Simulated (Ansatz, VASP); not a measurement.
## Ti in VASP and in Ansatz

```
Ti
1.0
     2.95961    0.00000    0.00000
    -1.47980    2.56309    0.00000
     0.00000    0.00000    4.67387
Ti
2
Cartesian
  0.0000 1.7087 1.1685
  1.4798 0.8544 3.5054
```

Alike in both runs: functional PBEsol; k mesh 18 × 18 × 10; occupations gaussian, width 0.1 eV; no spin polarisation.

Ansatz relaxed the structure, and its values are those at the end. VASP's run is a single point on that final structure, the one shown.

|  | VASP | Ansatz |
| --- | --- | --- |
| version | VASP 6.6.1 | Ansatz 0.2.0 |
| potentials or method | VASP PAW PBE potentials, release 64 (Ti_sv) | scalar-relativistic, plane waves, PAW |
| plane-wave cutoff (eV) | 520 | 420 |
| valence electrons in the cell | 24 | 24 |

Ansatz gave:

| Quantity | Value |
| --- | --- |
| gap on the k mesh at the Fermi level (eV) | none |
| pressure (GPa) | -6.3 |

Task: What did VASP give for the same quantities?

Result: gap on the k mesh at the Fermi level (eV): none; pressure (GPa): -6.6.

A gap of «none» marks a metal or a gap that the smearing closes.

Caveats: the PAW data sets were made with another functional, which shifts forces and pressure a little (VASP).
